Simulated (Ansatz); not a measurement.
A series in volume scale on SrO

All results are calculated (Ansatz 0.2.0). Periodic Kohn-Sham DFT of a crystal at fixed atoms, scaled to volume_scale times the given cell; pressure positive in compression, energy less spherical unpolarised free atoms, largest_vzz the field gradient of largest size among the nuclei.

The cell before it is scaled or strained (space group Fm-3m, No. 225):
```
cell vectors (Å)
   0.0000     2.5698     2.5698
   2.5698     0.0000     2.5698
   2.5698     2.5698     0.0000
atoms (fractions of the cell vectors)
Sr  0.00000  0.00000  0.00000
O   0.50000  0.50000  0.50000
```

Settings of every row: method frozen-core PAW; functional PBEsol; relativity scalar; k mesh 8x8x8; filling fermi-dirac; smearing width 0.03 eV; wave cutoff 420 eV; paw set soft_2.

Atom start moment: 0 on all atoms.

Limits: PAW files made with PBE.

| row | volume scale | V (Å³/atom) | pressure (GPa) |
| --- | --- | --- | --- |
| 1 | 0.94 | 15.952 | 5.465 |
| 2 | 0.96 | 16.292 | 3.091 |
| 3 | 0.98 | 16.631 | 0.972 |
| 4 | 0.99 | 16.801 | -0.002 |
| 5 | 1 | 16.971 | -0.924 |
| 6 | 1.01 | 17.14 | -1.795 |
| 7 | 1.02 | 17.31 | ? |
| 8 | 1.04 | 17.649 | -4.136 |
| 9 | 1.06 | 17.989 | -5.492 |

Question: what pressure should row 7 give?

Worked fit of pressure. Take u = (V_r/V)^(2/3) − 1 with V_r = 16.886 Å³ an atom, which is twice the finite (Eulerian) strain; such expansions in the strain, on which the Birch-Murnaghan equation of state is built, carry the rest volume and the bulk modulus. The shown rows have u = 0.03866, 0.02416, 0.0102, 0.00337, -0.00334, -0.0099, -0.02903, -0.04131. Least squares give pressure = −0.4712 + 137.575 × u + 400.88 × u² + 315 × u³ GPa; a parabola predicts inner rows, each left out in turn, worse (root mean square 0.0051 against 0.0021 GPa). The rows lie off it by 0.000, 0.000, -0.002, 0.001, 0.002, -0.001, -0.001, 0.001. The pressure vanishes at u = 0.0034, or V = 16.8 Å³ an atom, and there the bulk modulus at fixed shape and fractions is B = −V dP/dV = (2/3)(1 + u) dP/du = 93.9 GPa. The withheld row has u = -0.0164, so the fit gives −0.4712 + 137.575 × (-0.0164) + 400.88 × (-0.0164)² + 315 × (-0.0164)³ = -2.621 GPa.

The calculation gave -2.619 GPa. The fit lies 0.002 GPa (0.018 % of the column's range) below it; its largest miss of a shown row is 0.002 GPa.
